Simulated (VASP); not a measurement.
# Bi (I4/mmm) in VASP: further runs

Runs on Bi. Level: PBE+D3(BJ). Tasks: single point.

Program: VASP 6.6.1. These are calculated values, not measurements. Logs are shortened: lines on timing, memory, paths and dates and some standing lists are left out, and cuts for length are marked.

## (1) The cell of the first run

It takes space group I4/mmm (No. 139, tetragonal). The conventional cell has a = 8.174 Å, b = 8.174 Å, c = 2.861 Å, α = 90.00°, β = 90.00°, γ = 90.00°. Bi (site symmetry 4/mmm) is surrounded by 2 Bi at 2.86 Å.

This isn't the form of Bi at room conditions, which is rhombohedral.

## (2) Single point, PBE+D3(BJ) (strain -0.040 along x and y, +0.000 along z, atoms carried along)

The input, INCAR:

```
PREC = Accurate
ENCUT = 520
EDIFF = 1E-7
ISMEAR = 0
SIGMA = 0.05
LREAL = F
LASPH = T
NELM = 100
ALGO = Fast
ISIF = 2
LWAVE = F
LCHARG = F
GGA = PE
IVDW = 12
NBANDS = 14
```

The input, KPOINTS:

```
regular mesh
0
Gamma
  10 10 10
```

The input, POSCAR:

```
Bi
1.0
   -4.0871827200      4.0871827200      1.4305640000
    4.0871827200     -4.0871827200      1.4305640000
    4.0871827200      4.0871827200     -1.4305640000
Bi
1
Direct
    0.0000000000      0.0000000000      0.0000000000
```

Potentials or basis: VASP PAW PBE potentials, release 64 (Bi_d).

On the command line:

```bash
$ cat potpaw_PBE.64/Bi_d/POTCAR > POTCAR
$ mpirun -np 1 vasp_std > vasp.out
```

OUTCAR:

```text
PREC = Accurate
   ENCUT = 520
   EDIFF = 1E-7
   ISMEAR = 0
   LREAL = F
   LASPH = T
   NELM = 100
   ISIF = 2
   GGA = PE
   IVDW = 12
 IVDW          = 12

 ion  position               nearest neighbor table
   1  0.000  0.000  0.000-

  LATTYP: Found a body centered tetragonal cell.
 ALAT       =     8.1743654400
 C/A-ratio  =     0.3500122451

  Lattice vectors:

 A1 = (  -4.0871827200,   4.0871827200,   1.4305640000)
 A2 = (   4.0871827200,  -4.0871827200,   1.4305640000)
 A3 = (   4.0871827200,   4.0871827200,  -1.4305640000)

Analysis of symmetry for initial positions (statically):
=====================================================================
 Subroutine PRICEL returns:
 Original cell was already a primitive cell.

 Routine SETGRP: Setting up the symmetry group for a
 body centered tetragonal supercell.

 Subroutine GETGRP returns: Found 16 space group operations
 (whereof 16 operations were pure point group operations)
 out of a pool of 16 trial point group operations.

The static configuration has the point symmetry D_4h.

Analysis of symmetry for dynamics (positions and initial velocities):
=====================================================================
 Subroutine PRICEL returns:
 Original cell was already a primitive cell.

 Routine SETGRP: Setting up the symmetry group for a
 body centered tetragonal supercell.

 Subroutine GETGRP returns: Found 16 space group operations
 (whereof 16 operations were pure point group operations)
 out of a pool of 16 trial point group operations.

The dynamic configuration has the point symmetry D_4h.

 Subroutine INISYM returns: Found 16 space group operations
 (whereof 16 operations are pure point group operations),
 and found     1 'primitive' translations

----------------------------------------------------------------------------------------

                                     Primitive cell

  volume of cell :      95.5906

  direct lattice vectors                    reciprocal lattice vectors
    -4.087182720  4.087182720  1.430564000     0.000000000  0.122333655  0.349512500
     4.087182720 -4.087182720  1.430564000     0.122333655  0.000000000  0.349512500
     4.087182720  4.087182720 -1.430564000     0.122333655  0.122333655  0.000000000

  length of vectors
     5.954547718  5.954547718  5.954547718     0.370303269  0.370303269  0.173005914

  position of ions in fractional coordinates (direct lattice)
     0.000000000  0.000000000  0.000000000

  ion indices of the primitive-cell ions
   primitive index   ion index
                 1           1

----------------------------------------------------------------------------------------

 KPOINTS: regular mesh

Automatic generation of k-mesh.
 Grid dimensions read from file:
 generate k-points for:   10   10   10

 Generating k-lattice:

  Cartesian coordinates                     Fractional coordinates (reciprocal lattice)
     0.000000000  0.012233365  0.034951250     0.100000000  0.000000000 -0.000000000
     0.012233365  0.000000000  0.034951250     0.000000000  0.100000000 -0.000000000
     0.012233365  0.012233365  0.000000000     0.000000000  0.000000000  0.100000000

  Length of vectors
     0.037030327  0.037030327  0.017300591

  Shift w.r.t. Gamma in fractional coordinates (k-lattice)
     0.000000000  0.000000000  0.000000000

 Subroutine IBZKPT returns following result:
 ===========================================

 Found    102 irreducible k-points:

 Following reciprocal coordinates:
            Coordinates               Weight
  0.000000  0.000000  0.000000      1.000000
  0.100000 -0.000000  0.000000      8.000000
  0.200000 -0.000000  0.000000      8.000000
  0.300000 -0.000000  0.000000      8.000000
  0.400000 -0.000000  0.000000      8.000000
  0.500000 -0.000000  0.000000      4.000000
[... 16 lines left out ...]
  0.300000  0.300000  0.000000      8.000000
  0.400000  0.300000  0.000000     16.000000
 [... further k-points ...]
   k-points           NKPTS =    102   k-points in BZ     NKDIM =    102   number of bands    NBANDS=     14
   number of dos      NEDOS =    301   number of ions     NIONS =      1
   total plane-waves  NPLWV = 110592
   dimension x,y,z NGX =    48 NGY =   48 NGZ =   48
   dimension x,y,z NGXF=    96 NGYF=   96 NGZF=   96
   ions per type =               1
   NGX,Y,Z   is equivalent  to a cutoff of  13.40, 13.40, 13.40 a.u.
   NGXF,Y,Z  is equivalent  to a cutoff of  26.80, 26.80, 26.80 a.u.
 SYSTEM =  unknown system
   PREC   = accura    normal or accurate (medium, high low for compatibility)
   ISTART =      0    job   : 0-new  1-cont  2-samecut
   ICHARG =      2    charge: 1-file 2-atom 10-const
   ISPIN  =      1    spin polarized calculation?
   LNONCOLLINEAR =      F non collinear calculations
   LSORBIT =      F    spin-orbit coupling
   LASPH  =      T    aspherical Exc in radial PAW
   ENCUT  =  520.0 eV  38.22 Ry    6.18 a.u.  11.07 11.07 11.07*2*pi/ulx,y,z
   NELM   =    100;   NELMIN=  2; NELMDL= -5     # of ELM steps
   EDIFF  = 0.1E-06   stopping-criterion for ELM
   LREAL  =      F    real-space projection
   EDIFFG = 0.1E-05   stopping-criterion for IOM
   NSW    =      0    number of steps for IOM
   IBRION =     -1    ionic relax: 0-MD 1-quasi-New 2-CG
   NFREE  =      0    steps in history (QN), initial steepest desc. (CG)
   ISIF   =      2    stress and relaxation
   ISYM   =      2    0-nonsym 1-usesym 2-fastsym
   POTIM  = 0.5000    time-step for ionic-motion
   TEBEG  =    0.0;   TEEND  =   0.0 temperature during run
   PSTRESS=    0.0 pullay stress
   NELECT =      15.0000    total number of electrons
   NUPDOWN=      -1.0000    fix difference up-down
   EMIN   =  10.00;   EMAX   =-10.00  energy-range for DOS
   EFERMI =   0.00;   METHOD = LEGACY
   ISMEAR =     0;   SIGMA  =   0.05  broadening in eV -4-tet -1-fermi 0-gaus
   EFERMI_NEDOS =   21; number of points for ismear=-14 and -15
   IALGO  =     68    algorithm
   IMIX   =      4    mixing-type and parameters
     AMIX     =   0.40;   BMIX     =  1.00
     AMIX_MAG =   1.60;   BMIX_MAG =  1.00
  volume/ion in A,a.u.               =      95.59       645.08
  Fermi-wavevector in a.u.,A,eV,Ry     =   0.883012  1.668651 10.608610  0.779711
  Thomas-Fermi vector in A             =   2.003721
   LORBIT       =      0    0 simple, 1 ext, 2 COOP (PROOUT), +10 PAW based schemes
   GGA     = PE    functional components
   LHFCALC =     F    Hartree Fock is set to
   AEXX    =    0.0000 exact exchange contribution
   IVDW    =    12    specifies the selected vdW correction
   LEPSILON=     F    determine dielectric tensor
   LRPA    =     F    only Hartree local field effects (RPA)
 non-spin polarized calculation
 RMM-DIIS sequential band-by-band and
 Gauss-broadening in eV      SIGMA  =   0.05
  energy-cutoff  :      520.00
  volume of cell :       95.59
 maximum number of plane-waves:      2600
 NGX is ok and might be reduce to    48
   NGX = 23   NGY = 23   NGZ = 23

 number of electron      15.0000001 magnetization

 Free energy of the ion-electron system (eV)
  ---------------------------------------------------
  ext. energy  EPLUGINS =         0.00000000
  ---------------------------------------------------
  free energy    TOTEN  =        -2.69342423 eV

  energy without entropy =       -2.68781498  energy(sigma->0) =       -2.69061961

 E-fermi :  -0.5895     XC(G=0):  -5.1625

 val. band max:       -0.5968960621   @ k =  -0.2000   0.5000   0.2000
 cond. band min:      -0.5855209790   @ k =  -0.1000   0.4000   0.1000
 fundamental gap:      0.0113750831
 Fermi energy:        -0.5894621853

 k-point     1 :       0.0000    0.0000    0.0000
  band No.  band energies     occupation
      1     -23.8846      2.00000
      2     -23.2978      2.00000
      3     -23.2977      2.00000
      4     -23.1781      2.00000
      5     -23.1781      2.00000
      6     -12.5045      2.00000
      7      -2.0377      2.00000
      8      -2.0377      2.00000
      9       2.0957      0.00000
     10       3.9777      0.00000
     11       6.8840      0.00000
     12       7.5322      0.00000
     13       7.5322      0.00000
     14       8.1204      0.00000

 k-point     2 :       0.1000   -0.0000    0.0000
  band No.  band energies     occupation
      1     -23.8009      2.00000
      2     -23.2945      2.00000
      3     -23.2944      2.00000
      4     -23.2088      2.00000
      5     -23.2088      2.00000
      6     -12.3211      2.00000
      7      -1.8386      2.00000
      8      -1.8353      2.00000
      9       2.3244      0.00000
     10       4.1887      0.00000
     11       6.0487      0.00000
     12       6.7582      0.00000
     13       7.7505      0.00000
     14       7.7863      0.00000

 k-point     3 :       0.2000   -0.0000    0.0000
  band No.  band energies     occupation
      1     -23.5799      2.00000
      2     -23.2882      2.00000
      3     -23.2882      2.00000
      4     -23.2859      2.00000
      5     -23.2857      2.00000
      6     -11.7628      2.00000
      7      -1.2652      2.00000
      8      -1.2528      2.00000
      9       2.6026      0.00000
     10       3.1091      0.00000
     11       4.8198      0.00000
     12       6.7395      0.00000
     13       8.3774      0.00000
     14       8.3890      0.00000
[... 324 lines left out ...]
 k-point    23 :       0.3000    0.3000    0.0000
  band No.  band energies     occupation
      1     -23.4614      2.00000
      2     -23.4614      2.00000
      3     -23.2667      2.00000
      4     -23.2664      2.00000
      5     -23.0781      2.00000
      6      -9.5944      2.00000
      7      -3.2513      2.00000
      8       0.3838      0.00000
      9       0.6395      0.00000
     10       6.0505      0.00000
     11       6.1788      0.00000
     12       7.0682      0.00000
     13       7.1437      0.00000
     14       9.3623      0.00000

 k-point    24 :       0.4000    0.3000    0.0000
  band No.  band energies     occupation
      1     -23.3847      2.00000
      2     -23.3847      2.00000
      3     -23.3037      2.00000
      4     -23.2753      2.00000
      5     -23.2750      2.00000
      6     -10.8143      2.00000
      7      -0.7233      1.99985
      8      -0.5676      0.53625
      9      -0.3353      0.00000
     10       5.1127      0.00000
     11       5.7018      0.00000
     12       7.0701      0.00000
     13       8.3413      0.00000
     14       8.7006      0.00000

 [... further k-points ...]

------------------------ aborting loop because EDIFF is reached ----------------------------------------

 Edisp (eV)   -0.13663

 E8    (eV) :    -0.0629

  FORCE on cell =-STRESS in cart. coord.  units (eV):
  Direction    XX          YY          ZZ          XY          YZ          ZX
  --------------------------------------------------------------------------------------
  -------------------------------------------------------------------------------------
  Total      -0.37303    -0.37303    -0.08955     0.00000     0.00000     0.00000
  in kB      -6.25229    -6.25229    -1.50091     0.00000     0.00000     0.00000
  external pressure =       -4.67 kB  Pullay stress =        0.00 kB

 VOLUME and BASIS-vectors are now :
 -----------------------------------------------------------------------------
  energy-cutoff  :      520.00
  volume of cell :       95.59
      direct lattice vectors                 reciprocal lattice vectors
    -4.087182720  4.087182720  1.430564000     0.000000000  0.122333655  0.349512500
     4.087182720 -4.087182720  1.430564000     0.122333655  0.000000000  0.349512500
     4.087182720  4.087182720 -1.430564000     0.122333655  0.122333655  0.000000000

 POSITION                                       TOTAL-FORCE (eV/Angst)
 -----------------------------------------------------------------------------------
      0.00000      0.00000      0.00000        -0.000000     -0.000000     -0.000000
 -----------------------------------------------------------------------------------
    total drift:                                0.000000      0.000000      0.000000

  FREE ENERGIE OF THE ION-ELECTRON SYSTEM (eV)
  ---------------------------------------------------
  free  energy   TOTEN  =        -2.8300503820 eV

  energy  without entropy=       -2.8244411345  energy(sigma->0) =       -2.82724576
```

Run time: 2 min. Hardware: 1 thread of Intel Xeon 6975P-C (Granite Rapids), shared host; peak memory 0.39 GiB.

What came out:

- Free energy: -2.8301 eV
- Pressure: -0.5 GPa
- Band gap on the k mesh: none (metal or under the smearing width)
- Dispersion energy per atom: -0.137 eV

Caveat: spin-orbit coupling is left out, which moves the levels of the heavy elements; pairwise dispersion overbinds metals, which lowers pressure and volume.

## (3) Single point, PBE+D3(BJ) (strain -0.080 along x and y, +0.040 along z, atoms carried along)

The input, INCAR:

```
SYSTEM = Bi
  ALGO = Fast
  EDIFF = 1E-6
  ENCUT = 520
  GGA = PE
  ISIF = 2
  ISMEAR = 0
  IVDW = 12
  LASPH = .TRUE.
  LCHARG = .FALSE.
  LREAL = .FALSE.
  LWAVE = .FALSE.
  NBANDS = 14
  NELM = 100
  PREC = Accurate
  SIGMA = 0.05
```

The input, KPOINTS:

```
k-points
0
G
  10 10 10
  0 0 0
```

The input, POSCAR:

```
Bi
1.0
   -3.9168834400      3.9168834400      1.4877865600
    3.9168834400     -3.9168834400      1.4877865600
    3.9168834400      3.9168834400     -1.4877865600
Bi
1
Direct
    0.0000000000      0.0000000000      0.0000000000
```

Potentials or basis: VASP PAW PBE potentials, release 64 (Bi_d).

On the command line:

```bash
$ cat potpaw_PBE.64/Bi_d/POTCAR > POTCAR
$ mpirun -np 1 vasp_std > vasp.out
```

OUTCAR:

```text
SYSTEM = Bi
   EDIFF = 1E-6
   ENCUT = 520
   GGA = PE
   ISIF = 2
   ISMEAR = 0
   IVDW = 12
   LASPH = .TRUE.
   LREAL = .FALSE.
   NELM = 100
   PREC = Accurate
 IVDW          = 12

 ion  position               nearest neighbor table
   1  0.000  0.000  0.000-

  LATTYP: Found a body centered tetragonal cell.
 ALAT       =     7.8337668800
 C/A-ratio  =     0.3798393756

  Lattice vectors:

 A1 = (  -3.9168834400,   3.9168834400,   1.4877865600)
 A2 = (   3.9168834400,  -3.9168834400,   1.4877865600)
 A3 = (   3.9168834400,   3.9168834400,  -1.4877865600)

Analysis of symmetry for initial positions (statically):
=====================================================================
 Subroutine PRICEL returns:
 Original cell was already a primitive cell.

 Routine SETGRP: Setting up the symmetry group for a
 body centered tetragonal supercell.

 Subroutine GETGRP returns: Found 16 space group operations
 (whereof 16 operations were pure point group operations)
 out of a pool of 16 trial point group operations.

The static configuration has the point symmetry D_4h.

Analysis of symmetry for dynamics (positions and initial velocities):
=====================================================================
 Subroutine PRICEL returns:
[... 175 lines left out ...]
      9       2.3285      0.00000
     10       4.2801      0.00000
     11       7.3118      0.00000
     12       7.6137      0.00000
     13       8.1650      0.00000
     14       8.1650      0.00000
[... 377 lines left out ...]
      1     -22.9771      2.00000
      2     -22.9769      2.00000
      3     -22.9761      2.00000
      4     -22.9761      2.00000
      5     -22.8879      2.00000
      6     -10.3866      2.00000
      7      -0.5695      1.93142
      8      -0.5182      1.28994
      9      -0.0405      0.00000
     10       5.3979      0.00000
     11       5.9004      0.00000
     12       7.4119      0.00000
     13       8.1078      0.00000
     14       9.2928      0.00000

 [... further k-points ...]

------------------------ aborting loop because EDIFF is reached ----------------------------------------

 Edisp (eV)   -0.14682

 E8    (eV) :    -0.0682

  FORCE on cell =-STRESS in cart. coord.  units (eV):
  Direction    XX          YY          ZZ          XY          YZ          ZX
  --------------------------------------------------------------------------------------
  -------------------------------------------------------------------------------------
  Total      -0.35639    -0.35639    -1.08430     0.00000     0.00000     0.00000
  in kB      -6.25395    -6.25395   -19.02728     0.00000     0.00000     0.00000
  external pressure =      -10.51 kB  Pullay stress =        0.00 kB

 VOLUME and BASIS-vectors are now :
 -----------------------------------------------------------------------------
  energy-cutoff  :      520.00
  volume of cell :       91.30
      direct lattice vectors                 reciprocal lattice vectors
    -3.916883440  3.916883440  1.487786560     0.000000000  0.127652509  0.336069712
     3.916883440 -3.916883440  1.487786560     0.127652509  0.000000000  0.336069712
     3.916883440  3.916883440 -1.487786560     0.127652509  0.127652509  0.000000000

 POSITION                                       TOTAL-FORCE (eV/Angst)
 -----------------------------------------------------------------------------------
      0.00000      0.00000      0.00000         0.000000     -0.000000     -0.000000
 -----------------------------------------------------------------------------------
    total drift:                               -0.000000      0.000000      0.000000

  FREE ENERGIE OF THE ION-ELECTRON SYSTEM (eV)
  ---------------------------------------------------
  free  energy   TOTEN  =        -2.8386732976 eV

  energy  without entropy=       -2.8330375739  energy(sigma->0) =       -2.83585544
```

OSZICAR:

```text
N       E                     dE             d eps       ncg     rms          rms(c)
DAV:   1     0.109398440922E+03    0.10940E+03   -0.70349E+03  2856   0.884E+02
DAV:   2     0.426235589587E+01   -0.10514E+03   -0.10232E+03  3120   0.263E+02
DAV:   3    -0.254112154907E+01   -0.68035E+01   -0.67660E+01  3612   0.805E+01
DAV:   4    -0.272884387879E+01   -0.18772E+00   -0.18769E+00  3428   0.151E+01
DAV:   5    -0.273718817376E+01   -0.83443E-02   -0.83442E-02  4100   0.283E+00    0.947E-01
RMM:   6    -0.269598264624E+01    0.41206E-01   -0.25777E-02  3255   0.124E+00    0.405E-01
RMM:   7    -0.269173672669E+01    0.42459E-02   -0.21391E-02  3286   0.109E+00    0.195E-01
RMM:   8    -0.270202668225E+01   -0.10290E-01   -0.14188E-02  3547   0.830E-01    0.465E-01
RMM:   9    -0.269259518031E+01    0.94315E-02   -0.46676E-03  3420   0.542E-01    0.145E-01
RMM:  10    -0.269192443346E+01    0.67075E-03   -0.15820E-03  3680   0.288E-01    0.581E-02
RMM:  11    -0.269184644566E+01    0.77988E-04   -0.58962E-04  4135   0.155E-01    0.106E-02
RMM:  12    -0.269185447986E+01   -0.80342E-05   -0.62279E-05  3721   0.590E-02    0.540E-03
RMM:  13    -0.269185380118E+01    0.67869E-06   -0.10247E-05  3711   0.277E-02    0.183E-03
RMM:  14    -0.269185448627E+01   -0.68510E-06   -0.39685E-06  3163   0.185E-02
   1 F= -.28386733E+01 E0= -.28358554E+01  d E =-.563572E-02
```

Wall time 1.9 min (1 thread of Intel Xeon 6975P-C (Granite Rapids), shared host); peak memory 0.38 GiB.

What came out:

- Free energy: -2.8387 eV
- Pressure: -1.1 GPa
- Band gap on the k mesh: none (metal or under the smearing width)
- Dispersion energy per atom: -0.147 eV

Stress tensor (GPa, compression positive):
```
-0.63  0.00  0.00
 0.00 -0.63  0.00
 0.00  0.00 -1.90
```

Levels at points of the mesh, in eV from the Fermi level:
| k point | band 6 | band 7 | band 8 | band 9 | band 10 | band 11 |
| --- | --- | --- | --- | --- | --- | --- |
| (0.00, 0.00, 0.00) | -11.38 | -0.99 | -0.99 | 2.83 | 4.79 | 7.82 |
| (0.50, 0.00, 0.00) | -8.33 | -3.33 | 1.63 | 1.65 | 5.81 | 6.14 |
| (0.50, 0.50, 0.00) | -11.36 | -1.65 | -0.92 | 4.09 | 5.57 | 6.23 |
| (0.50, 0.50, 0.50) | -11.34 | -1.53 | -1.53 | 3.89 | 7.51 | 7.51 |

Caveat: spin-orbit coupling is left out, which moves the levels of the heavy elements; pairwise dispersion overbinds metals, which lowers pressure and volume.

[end of part 1 of 2]
